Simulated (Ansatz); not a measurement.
# Ruthenium, hcp under RPBE: from relaxation to bulk modulus, part 2 of 2

Aim: take ruthenium in the hcp structure, relax it, solve it on a dense k-mesh, switch on spin-orbit coupling, then scale the cell to 7 volumes from 88 to 112 % of the relaxed one and try a fit of the equation of state. The k-meshes are 13×13×8 for the relaxation; 22×22×12 for the dense run; 13×13×7 for spin-orbit coupling; 22×22×12 for the volumes. The starting cell is the deposited one, from the Crystallography Open Database.

Ansatz 0.2.0; DFT, RPBE, plane waves (420 eV) with PAW, scalar-relativistic. The steps go on from the part before.

## 6. At 92 % of the relaxed volume

File input.yaml:

```yaml
crystal:
  lattice:
    - [2.6617614885, 0.0, 0.0]
    - [-1.3308807442, 2.3051530679, 0.0]
    - [0.0, 0.0, 4.1910108259]
  atoms:
    - { symbol: Ru, position: [0.3333333333, 0.6666666667, 0.25] }
    - { symbol: Ru, position: [0.6666666667, 0.3333333333, 0.75] }
hamiltonian:
  xc: rpbe
  pseudopotentials:
    kind: paw
    azcp:
      Ru: "pseudopotentials/Ru.paw.azcp"
basis:
  ecutwfc: 420
  fft_grid_basis: typed
kpoints:
  mp_grid: { grid: [22, 22, 12], shift: [0, 0, 0] }
magnetization:
  spin_polarized: false
scf:
  occupations: { method: fermi_dirac, width: 0.1 }
output:
  stress: true
```

The log of the run, shortened:

```text
Warning: RAYON_NUM_THREADS=4 ignored (pool sized by the plan → 4); use --threads N
[...]
Pseudopotentials: kind: paw
Pseudopotential: Ru, paw, valence charge 16, recommended cutoff 420 eV (normal), <dir>
Functional definition: RPBE
[...]
Crystal: 2 atoms, lattice volume = 25.715 Å³
Basis set: ecut = 420 eV, 525 PW (Γ)
Bands: 20, of which v1, the nominal top of the filled ones, is band 16 counted from 1 (15 counted from 0)
Symmetry: 24 space group operations
Space group: P63/mmc (ITA 194), of the structure as read, at distance tolerance 3.0e-5 Å
k-points: 364 of 5808
[...]
SCF iter   1: F=—  HF=-11771.790902 eV  |F-HF|=—  |Δ(HF+E_count)|=         —  Δρ=6.98e-3  dr2=2.58e-3  ethr=1.77e-3  ⟨swp⟩=5.0  Hψ=66984  notcnv=0  defer=71
[...]
SCF iter   6: F=-11771.793728 eV  HF=-11771.793728 eV  |F-HF|=4.49e-10  |Δ(HF+E_count)|=   1.22e-8  Δρ=6.04e-6  dr2=1.63e-9  ethr=7.09e-11  ⟨swp⟩=1.2  Hψ=24790  notcnv=0
[...]
SCF converged after 6 iterations
Free energy (F): -11771.793728 eV
[...]
E sigma→0 (E₀):  -11771.769931 eV
Entropy (-TS):   -0.047594 eV (-23.797 meV/atom)
Fermi energy:    25.223389 eV
[...]
--- Stress (GPa, compression-positive) ---
       29.104133       0.000000      -0.000000
        0.000000      29.104133      -0.000000
       -0.000000      -0.000000      32.019834
  P = ⅓ Tr σ = 30.0760 GPa (300.760 kbar)
```

It took 4.9 s on 4 threads of an Arm CPU, shared host; peak memory 0.5 GiB.

## 7. At 96 % of the relaxed volume

Changes to input.yaml since step 6:

```diff
@@ -2,5 +2,5 @@
   lattice:
-    - [2.6617614885, 0.0, 0.0]
-    - [-1.3308807442, 2.3051530679, 0.0]
-    - [0.0, 0.0, 4.1910108259]
+    - [2.6997917907, 0.0, 0.0]
+    - [-1.3498958953, 2.3380882757, 0.0]
+    - [0.0, 0.0, 4.2508904992]
   atoms:
```

The log of the run, shortened:

```text
Warning: RAYON_NUM_THREADS=4 ignored (pool sized by the plan → 4); use --threads N
[...]
Pseudopotentials: kind: paw
Pseudopotential: Ru, paw, valence charge 16, recommended cutoff 420 eV (normal), <dir>
Functional definition: RPBE
[...]
Crystal: 2 atoms, lattice volume = 26.833 Å³
Basis set: ecut = 420 eV, 537 PW (Γ)
Bands: 20, of which v1, the nominal top of the filled ones, is band 16 counted from 1 (15 counted from 0)
Symmetry: 24 space group operations
Space group: P63/mmc (ITA 194), of the structure as read, at distance tolerance 3.0e-5 Å
k-points: 364 of 5808
[...]
SCF iter   1: F=—  HF=-11771.939387 eV  |F-HF|=—  |Δ(HF+E_count)|=         —  Δρ=6.75e-3  dr2=2.78e-3  ethr=1.77e-3  ⟨swp⟩=5.0  Hψ=66988  notcnv=0  defer=63
[...]
SCF iter   6: F=-11771.942675 eV  HF=-11771.942675 eV  |F-HF|=1.09e-10  |Δ(HF+E_count)|=   2.03e-8  Δρ=2.08e-6  dr2=3.05e-10  ethr=3.13e-10  ⟨swp⟩=4.0  Hψ=24632  notcnv=0
[...]
SCF converged after 6 iterations
Free energy (F): -11771.942675 eV
[...]
E sigma→0 (E₀):  -11771.917110 eV
Entropy (-TS):   -0.051130 eV (-25.565 meV/atom)
Fermi energy:    23.956100 eV
[...]
--- Stress (GPa, compression-positive) ---
       12.704339       0.000000       0.000000
        0.000000      12.704339       0.000000
        0.000000       0.000000      14.398775
  P = ⅓ Tr σ = 13.2692 GPa (132.692 kbar)
```

Run time: 4.9 s. Hardware: 4 threads of an Arm CPU, shared host; peak memory 0.51 GiB.

## 8. At 100 % of the relaxed volume

Changes to input.yaml since step 7:

```diff
@@ -2,5 +2,5 @@
   lattice:
-    - [2.6997917907, 0.0, 0.0]
-    - [-1.3498958953, 2.3380882757, 0.0]
-    - [0.0, 0.0, 4.2508904992]
+    - [2.7367798362, 0.0, 0.0]
+    - [-1.3683899181, 2.3701208627, 0.0]
+    - [0.0, 0.0, 4.3091291128]
   atoms:
```

The log of the run, shortened:

```text
Warning: RAYON_NUM_THREADS=4 ignored (pool sized by the plan → 4); use --threads N
[...]
Pseudopotentials: kind: paw
Pseudopotential: Ru, paw, valence charge 16, recommended cutoff 420 eV (normal), <dir>
Functional definition: RPBE
[...]
Crystal: 2 atoms, lattice volume = 27.951 Å³
Basis set: ecut = 420 eV, 537 PW (Γ)
Bands: 20, of which v1, the nominal top of the filled ones, is band 16 counted from 1 (15 counted from 0)
Symmetry: 24 space group operations
Space group: P63/mmc (ITA 194), of the structure as read, at distance tolerance 3.0e-5 Å
k-points: 364 of 5808
[...]
SCF iter   1: F=—  HF=-11771.983552 eV  |F-HF|=—  |Δ(HF+E_count)|=         —  Δρ=6.50e-3  dr2=2.93e-3  ethr=1.77e-3  ⟨swp⟩=5.0  Hψ=66384  notcnv=0  defer=71
[...]
SCF iter   6: F=-11771.987095 eV  HF=-11771.987095 eV  |F-HF|=5.82e-11  |Δ(HF+E_count)|=   3.08e-8  Δρ=2.86e-6  dr2=5.42e-10  ethr=3.13e-10  ⟨swp⟩=4.0  Hψ=24367  notcnv=0
[...]
SCF converged after 6 iterations
Free energy (F): -11771.987095 eV
[...]
E sigma→0 (E₀):  -11771.959663 eV
Entropy (-TS):   -0.054863 eV (-27.431 meV/atom)
Fermi energy:    22.788216 eV
[...]
--- Stress (GPa, compression-positive) ---
       -0.255868       0.000000       0.000000
        0.000000      -0.255868       0.000000
        0.000000       0.000000       0.459177
  P = ⅓ Tr σ = -0.0175 GPa (-0.175 kbar)
```

It took 5 s on 4 threads of an Arm CPU, shared host; peak memory 0.51 GiB.

## 9. At 104 % of the relaxed volume

Changes to input.yaml since step 8:

```diff
@@ -2,5 +2,5 @@
   lattice:
-    - [2.7367798362, 0.0, 0.0]
-    - [-1.3683899181, 2.3701208627, 0.0]
-    - [0.0, 0.0, 4.3091291128]
+    - [2.7727942272, 0.0, 0.0]
+    - [-1.3863971136, 2.4013102403, 0.0]
+    - [0.0, 0.0, 4.3658346829]
   atoms:
```

The log of the run, shortened:

```text
Warning: RAYON_NUM_THREADS=4 ignored (pool sized by the plan → 4); use --threads N
[...]
Pseudopotentials: kind: paw
Pseudopotential: Ru, paw, valence charge 16, recommended cutoff 420 eV (normal), <dir>
Functional definition: RPBE
[...]
Crystal: 2 atoms, lattice volume = 29.069 Å³
Basis set: ecut = 420 eV, 579 PW (Γ)
Bands: 20, of which v1, the nominal top of the filled ones, is band 16 counted from 1 (15 counted from 0)
Symmetry: 24 space group operations
Space group: P63/mmc (ITA 194), of the structure as read, at distance tolerance 3.1e-5 Å
k-points: 364 of 5808
[...]
SCF iter   1: F=—  HF=-11771.945317 eV  |F-HF|=—  |Δ(HF+E_count)|=         —  Δρ=6.23e-3  dr2=2.95e-3  ethr=1.77e-3  ⟨swp⟩=5.0  Hψ=66162  notcnv=0  defer=74
[...]
SCF iter   6: F=-11771.948954 eV  HF=-11771.948954 eV  |F-HF|=2.00e-11  |Δ(HF+E_count)|=   1.15e-8  Δρ=2.87e-6  dr2=6.89e-10  ethr=1.88e-10  ⟨swp⟩=2.0  Hψ=28911  notcnv=0
[...]
SCF converged after 6 iterations
Free energy (F): -11771.948954 eV
[...]
E sigma→0 (E₀):  -11771.919561 eV
Entropy (-TS):   -0.058786 eV (-29.393 meV/atom)
Fermi energy:    21.708708 eV
[...]
--- Stress (GPa, compression-positive) ---
      -10.474004       0.000000       0.000000
       -0.000000     -10.474004       0.000000
        0.000000       0.000000     -10.546138
  P = ⅓ Tr σ = -10.4980 GPa (-104.980 kbar)
```

Wall time 5.8 s (4 threads of an Arm CPU, shared host); peak memory 0.52 GiB.

## 10. At 108 % of the relaxed volume

Changes to input.yaml since step 9:

```diff
@@ -2,5 +2,5 @@
   lattice:
-    - [2.7727942272, 0.0, 0.0]
-    - [-1.3863971136, 2.4013102403, 0.0]
-    - [0.0, 0.0, 4.3658346829]
+    - [2.8078966147, 0.0, 0.0]
+    - [-1.4039483073, 2.4317097996, 0.0]
+    - [0.0, 0.0, 4.4211042804]
   atoms:
```

The log of the run, shortened:

```text
Warning: RAYON_NUM_THREADS=4 ignored (pool sized by the plan → 4); use --threads N
[...]
Pseudopotentials: kind: paw
Pseudopotential: Ru, paw, valence charge 16, recommended cutoff 420 eV (normal), <dir>
Functional definition: RPBE
[...]
Crystal: 2 atoms, lattice volume = 30.187 Å³
Basis set: ecut = 420 eV, 591 PW (Γ)
Bands: 20, of which v1, the nominal top of the filled ones, is band 16 counted from 1 (15 counted from 0)
Symmetry: 24 space group operations
Space group: P63/mmc (ITA 194), of the structure as read, at distance tolerance 3.1e-5 Å
k-points: 364 of 5808
[...]
SCF iter   1: F=—  HF=-11771.842201 eV  |F-HF|=—  |Δ(HF+E_count)|=         —  Δρ=5.94e-3  dr2=2.85e-3  ethr=1.77e-3  ⟨swp⟩=5.0  Hψ=65839  notcnv=0  defer=65
[...]
SCF iter   6: F=-11771.845797 eV  HF=-11771.845797 eV  |F-HF|=2.51e-10  |Δ(HF+E_count)|=   3.09e-9  Δρ=2.45e-6  dr2=3.53e-10  ethr=8.21e-11  ⟨swp⟩=2.0  Hψ=26823  notcnv=0
[...]
SCF converged after 6 iterations
Free energy (F): -11771.845797 eV
[...]
E sigma→0 (E₀):  -11771.814349 eV
Entropy (-TS):   -0.062895 eV (-31.448 meV/atom)
Fermi energy:    20.708153 eV
[...]
--- Stress (GPa, compression-positive) ---
      -18.498612      -0.000000       0.000000
       -0.000000     -18.498612       0.000000
        0.000000       0.000000     -19.202122
  P = ⅓ Tr σ = -18.7331 GPa (-187.331 kbar)
```

Wall time 5.9 s (4 threads of an Arm CPU, shared host); peak memory 0.52 GiB.

## 11. At 112 % of the relaxed volume

Changes to input.yaml since step 10:

```diff
@@ -2,5 +2,5 @@
   lattice:
-    - [2.8078966147, 0.0, 0.0]
-    - [-1.4039483073, 2.4317097996, 0.0]
-    - [0.0, 0.0, 4.4211042804]
+    - [2.8421426315, 0.0, 0.0]
+    - [-1.4210713157, 2.4613677201, 0.0]
+    - [0.0, 0.0, 4.4750255005]
   atoms:
```

The log of the run, shortened:

```text
Warning: RAYON_NUM_THREADS=4 ignored (pool sized by the plan → 4); use --threads N
[...]
Pseudopotentials: kind: paw
Pseudopotential: Ru, paw, valence charge 16, recommended cutoff 420 eV (normal), <dir>
Functional definition: RPBE
[...]
Crystal: 2 atoms, lattice volume = 31.305 Å³
Basis set: ecut = 420 eV, 615 PW (Γ)
Bands: 20, of which v1, the nominal top of the filled ones, is band 16 counted from 1 (15 counted from 0)
Symmetry: 24 space group operations
Space group: P63/mmc (ITA 194), of the structure as read, at distance tolerance 3.2e-5 Å
k-points: 364 of 5808
[...]
SCF iter   1: F=—  HF=-11771.688347 eV  |F-HF|=—  |Δ(HF+E_count)|=         —  Δρ=5.65e-3  dr2=2.68e-3  ethr=1.77e-3  ⟨swp⟩=5.0  Hψ=66140  notcnv=0  defer=79
[...]
SCF iter   6: F=-11771.691689 eV  HF=-11771.691689 eV  |F-HF|=7.13e-10  |Δ(HF+E_count)|=   6.39e-9  Δρ=3.53e-6  dr2=5.19e-10  ethr=2.57e-10  ⟨swp⟩=2.3  Hψ=27688  notcnv=0
[...]
SCF converged after 6 iterations
Free energy (F): -11771.691689 eV
[...]
E sigma→0 (E₀):  -11771.658093 eV
Entropy (-TS):   -0.067191 eV (-33.596 meV/atom)
Fermi energy:    19.778412 eV
[...]
--- Stress (GPa, compression-positive) ---
      -24.762926       0.000000      -0.000000
        0.000000     -24.762926      -0.000000
       -0.000000      -0.000000     -25.972539
  P = ⅓ Tr σ = -25.1661 GPa (-251.661 kbar)
```

Run time: 6.1 s. Hardware: 4 threads of an Arm CPU, shared host; peak memory 0.53 GiB.

## 12. Fitting the volumes

The cell was scaled evenly, with its shape and the fractional positions fixed.

```
V (Å³/atom)  E − E₀ (meV/atom)  P from the stress (GPa)  P from the fit (GPa)
     12.299              234.5                    51.32                 51.20
     12.858               94.8                    30.08                 29.81
     13.417               21.2                    13.27                 12.99
     13.976                0.0                    -0.02                 -0.28
     14.535               20.0                   -10.50                -10.76
     15.094               72.6                   -18.73                -19.03
     15.653              150.7                   -25.17                -25.55
```

Fit (Birch-Murnaghan, third order): V₀ = 13.962 Å³/atom, B₀ = 295 GPa, B₀′ = 4.9, largest residual 0.07 meV/atom.

The fit is made to E(σ → 0), while the stress belongs to the free energy F; that is one source of the offset between the two pressures.

## 13. Outcome

This closing draws on all 2 parts.

| quantity | value |
| --- | --- |
| space group (spins left aside) | P6_3/mmc (No. 194) |
| conventional cell | a = 2.737 Å, c = 4.309 Å (c/a = 1.575) |
| volume | 13.976 Å³/atom |
| shortest distance | 2.672 Å |
| against the deposited volume | +3.1 % (13.555 Å³/atom) |
| gap on the mesh | none (levels filled in part) |
| V₀, B₀, B₀′ | 13.962 Å³/atom, 295 GPa, 4.9 |

What this shows: Against experiment, RPBE misses the volume by +3.1 %. This functional tends to bind solids too weakly. The deposited cell holds zero-point motion and, unless taken cold, thermal expansion, so the miss against a static lattice is larger still. Levels at the Fermi energy are filled in part, as in a metal. Totals with and without spin-orbit coupling (-1.6 eV/atom apart) can't be read as binding, since the two-component data shift the zero of energy. The fitted modulus is 295 GPa, among the stiffest elements; letting shape and positions relax at each volume could only lower it.
